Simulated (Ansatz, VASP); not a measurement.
# Cross-check of Hf2H2CO2 (Hf2C(OH)2 MXene monolayer) between VASP and Ansatz, part 2 of 2

One calculation is typed for both programs; each brings its own data sets. How far apart do they land? Of the first pair: The structure shown is the start of the Ansatz relaxation below; VASP solves that cell, so the two are compared at the walk's first step.

VASP 6.6.1 and Ansatz 0.2.0.

So far: Set-up; Ansatz: relaxation, PBE with D3(BJ).

## (3) VASP: single point, PBE with D3(BJ), start cell, pair 1

Level of this step: PBE with D3(BJ); plane waves and PAW (H, O, Hf_pv, C) (VASP).

The same cell, functional, mesh and smearing now go to VASP, with its own data sets.

Lines of VASP's logs that name or quote its potential files are left out, and so is its time.

File INCAR:

```
SYSTEM = Hf2H2CO2
PREC = Accurate
ENCUT = 520
EDIFF = 1E-06
NELM = 120
ISMEAR = -1
SIGMA = 0.05
LREAL = .FALSE.
ALGO = Normal
GGA = PE
IVDW = 12
NBANDS = 26
LASPH = .TRUE.
LORBIT = 11
LWAVE = .FALSE.
LCHARG = .FALSE.
ISIF = 2
LDIPOL = .TRUE.
IDIPOL = 3
DIPOL = 0.5 0.5 0.5
LVHAR = .TRUE.
GGA_COMPAT = .FALSE.
NELMDL = -8
KPAR = 2
```

File POSCAR:

```
Hf2H2CO2
1.0
    3.2890000000      0.0000000000      0.0000000000
   -1.6445000000      2.8483580000      0.0000000000
    0.0000000000      0.0000000000     44.8129470000
H O Hf C
2 2 2 1
Direct
    0.3333333333      0.6666666667      0.4228688642
    0.6666666667      0.3333333333      0.5771311358
    0.3333333333      0.6666666667      0.4447375443
    0.6666666667      0.3333333333      0.5552624557
    0.6666666667      0.3333333333      0.4710407017
    0.3333333333      0.6666666667      0.5289592983
    0.0000000000      0.0000000000      0.5000000000
```

File KPOINTS:

```
Automatic mesh
0
Gamma
12 12 1
0 0 0
```

PAW data sets: H, O, Hf_pv and C (PBE family, release 64).

Run with:

```console
$ mpirun -np 2 vasp_std
```

Numbers of over 12 decimals in the logs are rounded to 6 here.

Output:

```text
[banner, memory and clock lines left out]
running    2 mpi-ranks, on    1 nodes
 distrk:  each k-point on    1 cores,    2 groups
 distr:  one band on    1 cores,    1 groups

 POSCAR found type information on POSCAR H O HfC
 POSCAR found :  4 types and       7 ions
 LDA part: xc-table for (Slater+PW92), standard interpolation
 POSCAR, INCAR and KPOINTS ok, starting setup
 FFT: planning ... GRIDC
 FFT: planning ... GRID_SOFT
 FFT: planning ... GRID
 WAVECAR not read
 entering main loop
       N       E                     dE             d eps       ncg     rms          rms(c)
DAV:   1     0.271278210611E+03    0.27128E+03   -0.17496E+04  1276   0.109E+03
DAV:   2    -0.197376577573E+02   -0.29102E+03   -0.28230E+03  1416   0.246E+02
DAV:   3    -0.639577446059E+02   -0.44220E+02   -0.43922E+02  1204   0.940E+01
DAV:   4    -0.652330781986E+02   -0.12753E+01   -0.12693E+01  1278   0.179E+01
DAV:   5    -0.652596072440E+02   -0.26529E-01   -0.26477E-01  1288   0.246E+00
DAV:   6    -0.652604980910E+02   -0.89085E-03   -0.89000E-03  1336   0.472E-01
DAV:   7    -0.652605370860E+02   -0.38995E-04   -0.38980E-04  1304   0.868E-02
DAV:   8    -0.652605390214E+02   -0.19355E-05   -0.19348E-05  1280   0.200E-02    0.694E+01
DAV:   9    -0.558891795521E+02    0.93714E+01   -0.45756E+01  1148   0.306E+01    0.507E+01
DAV:  10    -0.555190136633E+02    0.37017E+00   -0.52657E+00  1278   0.109E+01    0.112E+01
DAV:  11    -0.553777783321E+02    0.14124E+00   -0.78138E-01  1274   0.452E+00    0.210E+00
DAV:  12    -0.553785456222E+02   -0.76729E-03   -0.69901E-02  1328   0.130E+00    0.119E+00
DAV:  13    -0.553785001680E+02    0.45454E-04   -0.19136E-02  1244   0.856E-01    0.880E-01
DAV:  14    -0.553775854852E+02    0.91468E-03   -0.66092E-03  1334   0.436E-01    0.935E-02
[...]
DAV:  20    -0.553779965509E+02   -0.75720E-04   -0.34572E-05  1108   0.122E-02    0.580E-03
DAV:  21    -0.553780310246E+02   -0.34474E-04   -0.50092E-06  1000   0.704E-03    0.486E-03
DAV:  22    -0.553780345639E+02   -0.35393E-05   -0.50991E-07   912   0.280E-03    0.263E-03
DAV:  23    -0.553780493809E+02   -0.14817E-04   -0.82479E-07   840   0.298E-03    0.300E-03
DAV:  24    -0.553780512182E+02   -0.18373E-05   -0.76233E-08   710   0.113E-03    0.267E-03
DAV:  25    -0.553780541820E+02   -0.29638E-05   -0.23317E-07   762   0.166E-03    0.180E-03
DAV:  26    -0.553780552759E+02   -0.10939E-05   -0.87294E-08   710   0.722E-04    0.577E-04
DAV:  27    -0.553780553427E+02   -0.66886E-07   -0.36676E-09   664   0.353E-04
   1 F= -.56431777E+02 E0= -.56423392E+02  d E =-.167698E-01
```

OUTCAR, selected parts (step 3):

```text
ion  position               nearest neighbor table
   1  0.333  0.667  0.423-   3 0.98
   2  0.667  0.333  0.577-   4 0.98
   3  0.333  0.667  0.445-   1 0.98   5 2.24   5 2.24   5 2.24
   4  0.667  0.333  0.555-   2 0.98   6 2.24   6 2.24   6 2.24
   5  0.667  0.333  0.471-   3 2.24   3 2.24   3 2.24   7 2.30   7 2.30   7 2.30   6 3.22   6 3.22
                             6 3.22
   6  0.333  0.667  0.529-   4 2.24   4 2.24   4 2.24   7 2.30   7 2.30   7 2.30   5 3.22   5 3.22
                             5 3.22
   7  0.000  0.000  0.500-   5 2.30   6 2.30   5 2.30   6 2.30   5 2.30   6 2.30

  LATTYP: Found a hexagonal cell.
 ALAT       =     3.2890000000
 C/A-ratio  =    13.6250979021

 Subroutine GETGRP returns: Found 12 space group operations
 (whereof 12 operations were pure point group operations)

The static configuration has the point symmetry D_3d.

 Found     19 irreducible k-points:

   k-points           NKPTS =     19   k-points in BZ     NKDIM =     19   number of bands    NBANDS=     26

   dimension x,y,z NGX =    24 NGY =   24 NGZ =  336
   dimension x,y,z NGXF=    48 NGYF=   48 NGZF=  672

   ENCUT  =  520.0 eV  38.22 Ry    6.18 a.u.   6.12  6.12 83.32*2*pi/ulx,y,z

   NELECT =      38.0000    total number of electrons

 k-points in reciprocal lattice and weights: Automatic mesh
   0.00000000  0.00000000  0.00000000       0.007
   0.08333333  0.00000000  0.00000000       0.042
   0.16666667  0.00000000  0.00000000       0.042
   0.25000000  0.00000000  0.00000000       0.042
   0.33333333  0.00000000  0.00000000       0.042
   0.41666667  0.00000000  0.00000000       0.042
   0.50000000  0.00000000  0.00000000       0.021
   0.08333333  0.08333333  0.00000000       0.042
   0.16666667  0.08333333  0.00000000       0.083
[...]
0.33333333  0.25000000  0.00000000       0.083
   0.33333333  0.33333333  0.00000000       0.014

 dipolmoment           0.000000      0.000000      0.000000 electrons x Angstroem

 average (electrostatic) potential at core
       1 -43.8858       2 -43.8858       3 -80.1362       4 -80.1362       5 -44.5346
       6 -44.5346       7 -55.8500

 E-fermi :  -1.2189

 k-point     1 :       0.0000    0.0000    0.0000
  band No.  band energies     occupation
    ...
     16      -5.9902      2.00000
     17      -3.7043      2.00000
     18      -3.7043      2.00000
     19      -1.6942      1.99985
     20      -1.4897      1.99116
     21      -1.0120      0.03141
     22      -0.7485      0.00016
     23      -0.7485      0.00016
     24       0.3681      0.00000
     25       0.9730      0.00000
    ...

 k-point     2 :       0.0833    0.0000    0.0000
  band No.  band energies     occupation
    ...
     16      -5.8160      2.00000
     17      -4.1042      2.00000
     18      -3.7963      2.00000
     19      -1.5520      1.99745
     20      -1.4297      1.97093
     21      -1.1286      0.28220
     22      -0.7247      0.00010
     23      -0.5569      0.00000
     24       0.6674      0.00000
     25       0.8859      0.00000
    ...

 k-point     3 :       0.1667    0.0000    0.0000
  band No.  band energies     occupation
    ...
     17      -4.8745      2.00000
     18      -3.9768      2.00000
     19      -1.7393      1.99994
     20      -1.2188      0.99918
     21      -1.1682      0.53215
     22      -0.2538      0.00000
     23      -0.0605      0.00000
     24       0.7141      0.00000
     25       1.2169      0.00000
     26       1.6466      0.00000

 Edisp (eV)   -1.05372

  Total      -1.30904    -1.30904    -0.31943    -0.00000    -0.00000     0.00000
  in kB      -4.99577    -4.99577    -1.21904    -0.00000    -0.00000     0.00000
  external pressure =       -3.74 kB  Pullay stress =        0.00 kB

  energy-cutoff  :      520.00
  volume of cell :      419.82
      direct lattice vectors                 reciprocal lattice vectors
     3.289000000  0.000000000  0.000000000     0.304043782  0.175539732  0.000000000
    -1.644500000  2.848358000  0.000000000     0.000000000  0.351079464  0.000000000
     0.000000000  0.000000000 44.812947000     0.000000000  0.000000000  0.022314980

 POSITION                                       TOTAL-FORCE (eV/Angst)
 -----------------------------------------------------------------------------------
     -0.00000      1.89891     18.95000        -0.000000      0.000000     -0.360507
      1.64450      0.94945     25.86295        -0.000000      0.000000      0.360507
     -0.00000      1.89891     19.93000         0.000000      0.000000     -1.035881
      1.64450      0.94945     24.88295        -0.000000     -0.000000      1.035881
      1.64450      0.94945     21.10872         0.000000     -0.000000      3.024091
     -0.00000      1.89891     23.70422        -0.000000      0.000000     -3.024091
      0.00000      0.00000     22.40647        -0.000000      0.000000      0.000000
 -----------------------------------------------------------------------------------
    total drift:                                0.000000      0.000000     -0.000000

  FREE ENERGIE OF THE ION-ELECTRON SYSTEM (eV)
  ---------------------------------------------------
  free  energy   TOTEN  =       -56.4317769631 eV

  energy  without entropy=      -56.4150071858  energy(sigma->0) =      -56.42339207

 vacuum level on the upper side and lower side of the slab         1.635         1.635

 total charge
# of ion       s       p       d       tot
------------------------------------------
    1        0.601   0.121   0.000   0.721
    2        0.601   0.121   0.000   0.721
    3        1.558   3.598   0.000   5.155
    4        1.558   3.598   0.000   5.155
    5        0.288   6.521   1.663   8.472
    6        0.288   6.521   1.663   8.472
    7        0.859   1.541   0.000   2.400
--------------------------------------------------
tot          5.752  22.019   3.327  31.098

[... 3 further parts left out ...]
```

## (4) Comparison

Known differences besides the potentials themselves: Ansatz cuts the interaction across the vacuum, VASP repeats the sheet with a dipole correction; the data sets hold 70 valence electrons in Ansatz (on its default PAW (the set named soft_2) files) and 38 in VASP; the cutoff is 420 eV in Ansatz and 520 eV in VASP. Total energies have different zeros and are not compared.

Forces (eV/Å; atoms numbered as in POSCAR):

```tsv
atom	Ansatz x, y, z	VASP x, y, z
H1	0.000, 0.000, -0.269	0.000, 0.000, -0.361
H2	0.000, 0.000, 0.269	0.000, 0.000, 0.361
O3	0.000, 0.000, -1.267	0.000, 0.000, -1.036
O4	0.000, 0.000, 1.267	0.000, 0.000, 1.036
Hf5	0.000, 0.000, 3.058	0.000, 0.000, 3.024
Hf6	0.000, 0.000, -3.058	0.000, 0.000, -3.024
C7	0.000, 0.000, 0.000	0.000, 0.000, 0.000
```

The forces differ by 77 meV/Å r.m.s., which is 7.8 % of the r.m.s. force of 0.993 eV/Å (both taken over all components). With vacuum in the cell, a pressure given here is an average over mostly empty space and none of the material.

## (5) What the set-up changes

Further runs change the set-up of one program: Ansatz's method, potentials or start, or VASP's data sets, cutoff or form of LDA. The table gives that difference for each run.

```tsv
run	r.m.s. force difference (meV/Å)
as above	77
VASP with the data sets H, O, Hf_sv and C	64
```

## (6) Ansatz: relaxation, PBE with D3(BJ)

This run makes the geometry at which the two programs are then compared.

The structure compared here is the end of the Ansatz relaxation.

File input.yaml:

```yaml
crystal:
  lattice:
    - [3.289, 0.0, 0.0]
    - [-1.6445, 2.848357553, 0.0]
    - [0.0, 0.0, 44.8129467943]
  atoms:
    - { symbol: H, position: [0.3333333333, 0.6666666667, 0.4228688662] }
    - { symbol: O, position: [0.3333333333, 0.6666666667, 0.4447375463] }
    - { symbol: Hf, position: [0.6666666667, 0.3333333333, 0.4710406955] }
    - { symbol: C, position: [0.0, 0.0, 0.5] }
    - { symbol: Hf, position: [0.3333333333, 0.6666666667, 0.5289593045] }
    - { symbol: O, position: [0.6666666667, 0.3333333333, 0.5552624537] }
    - { symbol: H, position: [0.6666666667, 0.3333333333, 0.5771311338] }
  periodic: [true, true, false]
kpoints:
  mp_grid: { grid: [12, 12, 1] }
hamiltonian:
  xc: pbe
  dispersion: d3bj
scf:
  occupations: { method: fermi_dirac, width: 0.05 }
  convergence: { dr2_threshold: 1.0e-09 }
relax:
  f_tol: 0.004
  max_steps: 90
  cell: {}
output:
  write_potential: true
  write_density: true
  volumetric_format: npy
```

Run with:

```console
$ ansatz run input.yaml --threads 2 --pin off --max-ram 3072MiB --backend cpu --events-out ev --progress --plain --runs-dir out
```

Output:

```text
[...]
Crystal: 7 atoms, lattice volume = 419.819 Å³
Basis set: ecut = 420 eV, 8369 PW (Γ), exchange–correlation on 48×48×600 points (8 copies of the dense FFT grid, shifted against one another)
Bands: 42, of which v1, the nominal top of the filled ones, is band 35 counted from 1 (34 counted from 0)
Symmetry: 12 space group operations
[...]
- [3.265184, 0, 0]
    - [-1.632592, 2.827732, 0]
    - [0, 0, 44.8129467943]
  atoms:
    - { symbol: H, position: [0.333333, 0.666667, 0.421001] }
    - { symbol: O, position: [0.333333, 0.666667, 0.442768] }
    - { symbol: Hf, position: [0.666667, 0.333333, 0.472898] }
    - { symbol: C, position: [0, 0, 0.5] }
    - { symbol: Hf, position: [0.333333, 0.666667, 0.527102] }
    - { symbol: O, position: [0.666667, 0.333333, 0.557232] }
    - { symbol: H, position: [0.666667, 0.333333, 0.578999] }
[key lines of the parts left out:]
SCF converged after 4 iterations
Free energy (F): -32866.116429 eV
Fermi energy:    -2.336506 eV
P = ½ c Tr σ = -0.0039 N/m
```

## (7) VASP: single point, PBE with D3(BJ), relaxed cell, pair 2

The same cell, functional, mesh and smearing now go to VASP, with its own data sets.

INCAR is that of step 3.

File POSCAR:

```
Hf2H2CO2
1.0
    3.2651840694      0.0000000000      0.0000000000
   -1.6325920347      2.8277323521      0.0000000000
    0.0000000000      0.0000000000     44.8129467943
H O Hf C
2 2 2 1
Direct
    0.3333333333      0.6666666667      0.4210011076
    0.6666666667      0.3333333333      0.5789988924
    0.3333333333      0.6666666667      0.4427684554
    0.6666666667      0.3333333333      0.5572315446
    0.6666666667      0.3333333333      0.4728983150
    0.3333333333      0.6666666667      0.5271016850
    0.0000000000      0.0000000000      0.5000000000
```

KPOINTS is that of step 3.

Run with:

```console
$ mpirun -np 2 vasp_std
```

Output:

```text
[... set-up lines as in an earlier step ...]
 entering main loop
       N       E                     dE             d eps       ncg     rms          rms(c)
DAV:   1     0.273563834084E+03    0.27356E+03   -0.17530E+04  1276   0.109E+03
DAV:   2    -0.200334668053E+02   -0.29360E+03   -0.28384E+03  1390   0.246E+02
DAV:   3    -0.641868067054E+02   -0.44153E+02   -0.43912E+02  1184   0.943E+01
DAV:   4    -0.654950438094E+02   -0.13082E+01   -0.13026E+01  1336   0.182E+01
[...]
DAV:  24    -0.557368927561E+02   -0.59340E-05   -0.25888E-07   856   0.117E-03    0.182E-03
DAV:  25    -0.557368969501E+02   -0.41940E-05   -0.36323E-07   850   0.110E-03    0.129E-03
DAV:  26    -0.557368975984E+02   -0.64824E-06   -0.32688E-08   796   0.628E-04
   1 F= -.56804133E+02 E0= -.56794417E+02  d E =-.194324E-01
```

Parts of OUTCAR (step 7):

```text
 Edisp (eV)   -1.06724

  Total      -0.67052    -0.67052    -0.50665     0.00000     0.00000     0.00000
  in kB      -2.59641    -2.59641    -1.96186     0.00000     0.00000     0.00000
  external pressure =       -2.38 kB  Pullay stress =        0.00 kB

 POSITION                                       TOTAL-FORCE (eV/Angst)
 -----------------------------------------------------------------------------------
     -0.00000      1.88515     18.86630        -0.000000     -0.000000     -0.098330
      1.63259      0.94258     25.94665        -0.000000      0.000000      0.098330
     -0.00000      1.88515     19.84176         0.000000     -0.000000      0.218362
      1.63259      0.94258     24.97119        -0.000000      0.000000     -0.218362
      1.63259      0.94258     21.19197        -0.000000      0.000000     -0.002491
     -0.00000      1.88515     23.62098         0.000000     -0.000000      0.002491
      0.00000      0.00000     22.40647        -0.000000     -0.000000      0.000000
 -----------------------------------------------------------------------------------
    total drift:                                0.000000      0.000000      0.000000

  FREE ENERGIE OF THE ION-ELECTRON SYSTEM (eV)
  ---------------------------------------------------
  free  energy   TOTEN  =       -56.8041328884 eV

  energy  without entropy=      -56.7847004906  energy(sigma->0) =      -56.79441669

[... 1 part as in an earlier step ...]

[... 2 further parts left out ...]
[key lines of the parts left out:]
E-fermi :  -0.8507
```

## (8) Differences

What differs besides the data sets and the points named for the pairs above, as far as they apply: the data sets hold 70 valence electrons in Ansatz (on its default PAW (the set named soft_2) files) and 38 in VASP. Total energies have different zeros and are not compared.

Forces (eV/Å; atoms numbered as in POSCAR):

```tsv
atom	Ansatz x, y, z	VASP x, y, z
H1	0.000, 0.000, 0.000	0.000, 0.000, -0.098
H2	0.000, 0.000, 0.000	0.000, 0.000, 0.098
O3	0.000, 0.000, 0.000	0.000, 0.000, 0.218
O4	0.000, 0.000, 0.000	0.000, 0.000, -0.218
Hf5	0.000, 0.000, 0.001	0.000, 0.000, -0.002
Hf6	0.000, 0.000, -0.001	0.000, 0.000, 0.002
C7	0.000, 0.000, 0.000	0.000, 0.000, 0.000
```

The forces differ by 74 meV/Å r.m.s., where the r.m.s. force is 0.000 eV/Å in Ansatz and 0.074 eV/Å in VASP: the atoms lie near their places of rest in Ansatz, so a percentage would say little (all taken over all components). With vacuum in the cell, a pressure given here is an average over mostly empty space and none of the material.

## (9) Summary of results

```yaml
r_m_s_force_difference_single_point_pbe_with_d3_bj_start_cell_pair_1: 7.8 % of the r.m.s. force
r_m_s_force_difference_single_point_pbe_with_d3_bj_relaxed_cell_pair_2: 74 meV/Å
```

**Reading.** The r.m.s. force difference is 74 meV/Å (single point, PBE with D3(BJ), relaxed cell, pair 2), beyond the 12 meV/Å picked in this series as the mark of a large difference. The data sets hold unlike numbers of valence electrons (70 in Ansatz and 38 in VASP), so part of the differences comes from the potentials. For single point, PBE with D3(BJ), start cell, pair 1, no further run moves any of the tabulated differences by more than a quarter of its size. What causes the difference of the single point, PBE with D3(BJ), relaxed cell, pair 2 pair stays open here. How closely two codes agree says nothing of how well the functional describes the real material.

[Lines on the potential files, build, host, timing and source positions are cut from VASP's logs without a mark.]

[Logs are printed without paths, hosts, clocks, repeated set-up lines and the standing remarks that a program may print on its own settings, such as how far it seeks lower states.]

[Hosts, paths, dates, database ids (printed as entryN), source tags and the programs' standing remarks are cut or masked in the printed files.]
